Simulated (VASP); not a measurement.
# How uniaxial stress along [111] changes AlN (F-43m), part 2 of 2

Wanted: the response of AlN to uniaxial stress along [111], as a table, with a fit that predicts a row left out.

VASP 6.6.1, plane waves and PAW; the level of theory is named at each step.

So far: Starting point; Relax the crystal, LDA; Strain across the axis, LDA; Band edges, TB-mBJ with spin-orbit coupling; Band edges, r2SCAN with spin-orbit coupling.

## (5) Band edges, r2SCAN with spin-orbit coupling (continued)

Level of this step: r2SCAN, spin-orbit coupling; plane waves and PAW (Al, N); cell typed or built by script (VASP).

Parts of OUTCAR (step 5):

```text
  Total        0.5152382      0.5152382      0.5152382      0.1970701      0.1970701      0.1970701
  in kB       40.4998966     40.4998966     40.4998966     15.4905450     15.4905450     15.4905450
  external PRESSURE =      40.4998966 kB  Pullay stress =       0.0000000 kB

 POSITION                                       TOTAL-FORCE (eV/Angst)
 -----------------------------------------------------------------------------------
      4.29989      4.29989      4.29989         0.004061      0.004061      0.004061
      1.07820      1.07820      1.07820        -0.004061     -0.004061     -0.004061
 -----------------------------------------------------------------------------------
    total drift:                               -0.000656     -0.000656     -0.000656

  FREE ENERGIE OF THE ION-ELECTRON SYSTEM (eV)
  ---------------------------------------------------
  free  energy   TOTEN  =       -58.0094002504 eV

  energy  without entropy=      -58.0094002504  energy(sigma->0) =      -58.00940025

[... 2 parts as in an earlier step ...]

[... 1 further part left out ...]
[key lines of the parts left out:]
E-fermi :   6.1105
```

This run gave:

```
energy(sigma→0) of the program : -58.0094 eV
stress, compression positive   : 7.15 along [111], 2.50 across it (mean), GPa
```

The run ends at a pressure of 4.05 GPa, with forces up to 0.0070 eV/Å.

## (6) All members

Runs beyond LDA use the data sets made with LDA; this shifts their levels slightly, and their total energies have another zero (at TB-mBJ, which has no energy functional, they mean nothing).

The other members went through these steps as far as the tables show, with the same cutoff and, step by step, the same mesh; 42 runs are not shown. The session took 20 core hours (wall time by ranks) on a shared machine.

```tsv
strain along the axis (%)	strain across the axis (%)	stress along the axis, tension positive (GPa)	energy above the unstrained row (meV/atom)	gap on the mesh, LDA (eV)
-2.000	0.341	-8.776	5.781	3.083
-1.500	0.252	-6.556	3.278	3.122
-1.000	0.166	-4.366	1.479	3.159
-0.500	0.083	-2.183	0.386	3.195
0	0.000	-0.010	0.000	3.230
0.500	-0.076	2.155	0.301	3.211
1.000	-0.149	4.333	1.296	3.191
1.500	-0.221	6.478	2.976	3.170
2.000	-0.287	8.605	5.332	3.148
```

Slopes at zero strain, from cubics through all rows: strain ratio -0.158, stress over strain 435 GPa.

Band edges at TB-mBJ with spin-orbit coupling, counted from the valence-band top at Γ, spin-orbit pairs averaged, with one row partly withheld:

```tsv
strain along the axis (%)	gap (eV)	conduction band at Γ (eV)	Δ or X valley along z (eV)	Δ or X valley along x (eV)	lowest conduction level at L, [111] (eV)	lowest conduction level at L, [-111] (eV)	second valence level below the top (eV)	third valence level below the top (eV)
-2.000	4.701	5.432	4.701	4.701	8.505	8.735	0.199	0.211
-1.500	4.737	5.444	4.737	4.737	8.553	8.727	0.148	0.160
-1.000	4.771	5.453	4.771	4.771	8.601	8.719	0.097	0.109
-0.500	4.803	5.459	4.803	4.803	8.648	8.708	0.046	0.059
0	4.829	5.459	4.829	4.829	8.691	8.691	0.000	0.018
0.500	4.807	5.410	4.807	4.807	?	8.627	0.010	0.057
1.000	4.785	5.359	4.785	4.785	8.684	8.562	0.011	0.103
1.500	4.762	5.306	4.762	4.762	8.681	8.496	0.011	0.150
2.000	4.738	5.250	4.738	4.738	8.676	8.429	0.011	0.195
```

Conduction masses, in electron masses:

```tsv
strain along the axis (%)	conduction mass at Γ, along the strain axis or the normal of the plane	conduction mass at Γ, across the strain axis or in the plane
-2.000	0.351	0.326
-1.500	0.348	0.329
-1.000	0.346	0.332
-0.500	0.340	0.332
0	0.331	0.331
0.500	0.330	0.335
1.000	0.322	0.337
1.500	0.314	0.334
2.000	0.308	0.337
```

Band edges at r2SCAN with spin-orbit coupling, counted from the valence-band top at Γ, spin-orbit pairs averaged:

```tsv
strain along the axis (%)	gap (eV)	conduction band at Γ (eV)	Δ or X valley along z (eV)	Δ or X valley along x (eV)	lowest conduction level at L, [111] (eV)	lowest conduction level at L, [-111] (eV)	second valence level below the top (eV)	third valence level below the top (eV)
-2.000	3.798	4.997	3.798	3.798	8.128	8.383	0.211	0.224
-1.500	3.837	5.010	3.837	3.837	8.182	8.376	0.157	0.170
-1.000	3.875	5.021	3.875	3.875	8.236	8.367	0.102	0.116
-0.500	3.910	5.028	3.910	3.910	8.289	8.355	0.049	0.063
0	3.939	5.028	3.939	3.939	8.338	8.338	0.000	0.019
0.500	3.918	4.976	3.918	3.918	8.336	8.269	0.011	0.061
1.000	3.896	4.923	3.896	3.896	8.336	8.200	0.012	0.110
1.500	3.874	4.867	3.874	3.874	8.335	8.130	0.012	0.160
2.000	3.850	4.809	3.850	3.850	8.334	8.059	0.012	0.209
```

Conduction masses, in electron masses:

```tsv
strain along the axis (%)	conduction mass at Γ, along the strain axis or the normal of the plane	conduction mass at Γ, across the strain axis or in the plane
-2.000	0.324	0.299
-1.500	0.319	0.301
-1.000	0.313	0.299
-0.500	0.307	0.300
0	0.304	0.304
0.500	0.296	0.302
1.000	0.292	0.304
1.500	0.285	0.303
2.000	0.282	0.307
```

## (7) Working out the slope

The quantity to fit is the splitting of the lowest conduction levels at the L points ([111] less [-111]) at TB-mBJ with spin-orbit coupling: -0.229, -0.174, -0.117, -0.059, 0.000, 0.122, 0.184, 0.247 eV in the rows shown.

A least-squares parabola through the 8 rows shown, with d the strain along the axis less the strain across it, in %: E = 0.002189 d² + 0.1031 d + 1.57e-4 (eV), r.m.s. residual 1.2e-4 eV.

At d = 0.5757 this predicts 0.0602 eV.

## (8) The withheld row

The calculation gives 0.0599 eV, so the prediction is 0.0003 eV too high.

The splitting is Ξu times 8/9 of d, with d as a fraction, so the linear term gives Ξu = 11.6 eV.

## (9) Results

| Quantity | Value |
| --- | --- |
| Poisson ratio | 0.158 |
| Young's modulus along the axis | 435 GPa |
| gap of the unstrained cell, TB-mBJ with spin-orbit coupling | 4.83 eV |
| gap of the unstrained cell, r2SCAN with spin-orbit coupling | 3.94 eV |
| shear deformation potential Ξu of the lowest conduction levels at L | 11.6 eV |
| error of the predicted row | 0.3 meV |

In words: As a check, the curvature of the energy gives 435 GPa for the same modulus (energy per volume = E/2 × strain²), 0 % from the slope of the stress. The energy also has a linear term worth 0.13 GPa that the stress column lacks, a mark of the finite basis. At TB-mBJ with spin-orbit coupling the lowest conduction valley is Δ or X throughout, and the gap runs between 4.70 and 4.83 eV. At r2SCAN with spin-orbit coupling the lowest conduction valley is Δ or X throughout, and the gap runs between 3.80 and 3.94 eV. Hole masses are left out throughout, since the top bands are degenerate or cross in many series; of conduction masses, those of the Γ, L and (for Si and Ge under (001) strain) Δ valleys are kept where they change by under an eighth between rows. TB-mBJ is a potential fitted for gaps; it has no energy functional, so its total energies and forces mean nothing, and its bands tend to come out too narrow. r2SCAN opens gaps somewhat over GGA but leaves them below measured values as a rule. Δ or X levels are the lowest on their line, refined by a parabola unless they lie at X; the gap is read from all points sampled and can differ from the lowest valley by some meV, or by tens of meV where strain moves the valence top off Γ. Temperature, zero-point motion and excitons are left out.

[Lines on the potential files, build, host, timing and source positions are cut from VASP's logs without a mark.]

[Logs are printed without paths, hosts, clocks, repeated set-up lines and the standing remarks that a program may print on its own settings, such as how far it seeks lower states.]

[Hosts, paths, dates, database ids (printed as entryN), source tags and the programs' standing remarks are cut or masked in the printed files.]

[In band tables of VASP the shares of atoms and orbitals are scaled to a sum of 1 inside the atoms' spheres.]
